Lead monoxide in its tetragonal form is built of layers. Within a layer each lead atom sits at the tip of a flat pyramid over four oxygen atoms, and its lone pair of electrons faces the gap to the next layer. The table follows this crystal while all its edges are scaled by one common factor, so that the strong bonds and the soft gap shrink or stretch together. V is the volume per atom and p the pressure, positive when the crystal pushes outwards. E is the energy per atom, counted from the minimum of a smooth equation-of-state curve fitted to all seven energies.

Tetragonal PbO (P4/nmm), computed with Quantum ESPRESSO 7.5 using PBE without dispersion correction, spin polarisation or spin–orbit coupling, and SSSP 1.3 efficiency PAW datasets. All rows use a 748 eV plane-wave cutoff, a 7×7×6 k mesh and Fermi–Dirac smearing of 0.05 eV. Cell shape and fractional coordinates are fixed; energies are relative to the fitted minimum.

```
volume (Å³/atom)  energy (meV/atom)  pressure (GPa)
           18.74              58.39           9.660
           19.14              36.73           7.320
           19.54              20.61           5.220
           19.94               9.46           3.330
           20.34               2.77           1.640
           20.74               0.10           0.120
           21.14               1.02          -1.250
```

1. What do the energy steps in the first three rows measure?

From the first row to the second the energy falls by about 22 meV per atom, and from the second to the third by only 16, although the volume grows by the same amount. A compressed crystal does work when it is allowed to expand, and the energy it gives up for each unit of volume is its pressure:

p = −dE/dV

The first step can be turned into a pressure by hand. A fall of 21.66 meV over 0.40 Å³ is 54 meV/Å³, and since 1 GPa equals about 6.2 meV/Å³, this makes 8.7 GPa. The mean of the two printed pressures is 8.5 GPa. The shrinking energy steps and the falling pressure are thus very nearly the same fact, stated in two columns; the small difference between them will matter at the bottom of the table.

2. Why is the crystal harder to squeeze at the top of the table than at the bottom?

The resistance to a change of volume is the bulk modulus, the rise in pressure for a given relative loss of volume:

B = −V dp/dV

Taken from the printed pressures of neighbouring rows, it is 111 GPa between the first two rows and 72 GPa between the last two. It falls at every step in between. The crystal at the top is therefore half as stiff again as the one at the bottom, and a single modulus can't describe the whole range.

The usual explanation, which the curve fits but does not prove, lies in the way forces between ions depend on distance. The attraction between positive lead and negative oxygen changes slowly when they approach each other. The repulsion between their filled shells sets in late but rises steeply, because the overlap of the electron clouds grows almost exponentially. The lone pairs reach into the gap from both sides, each pointing towards a hollow between four lead atoms of the next layer, and are expected to add a repulsion of the same kind. Squeezing the crystal moves all these contacts up the steep part of the repulsion, where each further step costs more force than the one before.

The lengths involved are small. A volume 10 % below the minimum means a lead–oxygen distance of 2.28 Å in place of 2.36 Å, because a length changes only as the cube root of a volume. A change of less than a tenth of an ångström thus goes with a pressure of almost 10 GPa, as a steep repulsion would give. The curve shows the stiffening itself; it doesn't tell how much of it comes from the bonds and how much from the gap, since both were shortened together.

3. The fourth row is the cell that was put in. What does its pressure of 3.33 GPa mean?

It means that the calculated crystal, held in this shape, would rather be larger. Its energy is lowest at 20.83 Å³ per atom, the minimum of the fitted curve, which lies 4.5 % above the volume of this cell. Spread over three directions, that is an increase of only 1.5 % in each edge. The pressure is thus not a load that somebody applied, but the outward push of a model crystal in a box that is slightly too small for it.

This has a practical side. Anyone who computes another property in the given cell computes it for a crystal under compression, as far as this functional is concerned. The energy at stake is modest, about 9 meV per atom. The printed pressure is only the mean over the three directions; in a layered cell the push within the layers and the push across them need not be equal, and the table does not separate them.

4. How well does a simple spring describe the way from this cell to the minimum?

Near a minimum every smooth energy curve looks like a parabola. Let B be the modulus at the minimum V₀. If the slope dp/dV keeps the value −B/V₀ that it has there, the pressure rises in proportion to the loss of volume, and adding up the work gives

E = B (V − V₀)² / (2 V₀)

The fitted curve supplies B = 73.7 GPa and V₀ = 20.83 Å³. For the given cell at 19.94 Å³ the estimate runs as follows:

(V − V₀)² / (2 V₀) = 0.89² / 41.7 = 0.019 Å³
E = 73.7 GPa × 0.019 Å³ = 1.40 GPa Å³
E = 1.40 × 6.2 meV = 8.7 meV

The table has 9.46 meV, so the spring misses 8 % of the energy. This row, like all the others, took part in the fit that supplied B and V₀. The comparison is therefore no independent test; it shows how much of the curve's shape a constant stiffness can carry.

The sign of the miss follows from the answer to the second question. On the way into compression the calculated crystal stiffens, whereas the spring stays as soft as it was at the minimum, and so it asks for too little work. The further the crystal is squeezed, the larger the share that is lost: in the first row it is 18 %. In the last two rows, close to the minimum, spring and table agree to a few hundredths of a meV. In between, the miss grows roughly in step with the compression: about 4 % of the energy at 2.4 % below the minimum volume and 8 % at 4.3 % below it. Where that is too much, a full equation of state should replace the parabola.

5. Between the last two rows the pressure changes sign. Why does it do so at a smaller volume than the energy minimum?

By the relation under the first question, the pressure ought to vanish exactly where the energy is lowest. A straight line between the last two printed pressures crosses zero at 20.77 Å³, while the fitted energy curve has its minimum at 20.83 Å³. The small difference noticed at the top of the table is the reason. In each of the six intervals the pressure derived from the energies is higher than the mean printed one by 0.2 GPa, although the pressure itself changes by almost 11 GPa from the first row to the last.

An offset so constant points to the method and not to the crystal. The electrons are described by plane waves up to a fixed kinetic energy, and a larger cell holds more of these waves. These added waves keep the description about equally fine at every volume in the energy column. The printed pressure is worked out for an unchanged set of waves, which would become coarser as the cell expands. The energy would then seem to rise a little with expansion, and this makes the printed pressure too low. This error is known as Pulay stress, and both its sign and its constancy fit the numbers. The identification remains an inference until the runs are repeated with a higher cutoff, which should make the offset shrink.

The consequence is small but easy to judge. An offset of 0.2 GPa in a crystal with a stiffness of 74 GPa shifts the volume by 0.2/74, or about 0.3 %, which is the distance between the two zero points. Of the two, the energy minimum is usually the safer choice, because a fixed cutoff leaves nearly the same error in the energy at every volume. In a softer crystal the same offset would shift the volume further.

6. Would a crystal that is free to change its shape be as stiff as this one?

Most likely it would be softer. Under an even pressure a layered crystal gives way where it is weakest: the layers move closer together while the bonds inside them hardly shorten. The rows of the table forbid this. They force the lead–oxygen bonds to take their full share of every compression, so the stiff bonds resist more than they would in a crystal free to choose its shape.

The argument can be made sharper. At a given volume, a crystal that may choose its shape and its atomic positions finds an energy that is lower than that of the frozen one, or at best equal. If both curves start from the same fully relaxed minimum, the free crystal must have the flatter curve, and a flatter curve means a smaller modulus. Here the ratio of the edges came with the given cell and was not optimised, so for these rows the conclusion is a well-founded expectation and not a strict result. The value of 73.7 GPa should be read as the stiffness of a frozen shape, and it is probably too high for a real piece of lead monoxide under even pressure.

The same reasoning tells when a scan of this kind can be trusted. In a cubic crystal of the rock-salt type, symmetry fixes the shape and every atomic position, so uniform scaling is exactly what an even pressure does. The more a structure mixes strong and weak directions, the more a frozen scan overstates its stiffness.

7. What would change with a better treatment of the forces, and which digits can be trusted?

The calculation contains no dispersion correction. Such a correction adds an attraction that strengthens as the layers approach, so it should draw the minimum to a smaller volume and lower the outward push of the given cell. How much of the 4.5 % it would remove is open, because the functional itself tends to make crystals too large and the frozen shape also has a say. Spin–orbit coupling, which is strong in lead, was left out in every row, and its effect on this curve is untested.

The digits therefore deserve different degrees of trust. The energy differences are smooth far below 1 meV, which makes the shape of the curve reliable for this model crystal, but smoothness is not accuracy. The equilibrium volume holds to about 20.8 Å³, since its next digit depends on whether energy or pressure is consulted. The rate at which the modulus grows with pressure, 4.55 in the fit, is the weakest of the fitted results, because it rests on the third derivative of the energy and is expected to shift by some tenths with the form of curve chosen for the fit; about 4.5 is a fair reading. Runs with a free shape are needed before the modulus can be compared with that of the real material, and they should carry a dispersion correction, since without one this functional is expected to open the gap between the layers too far.
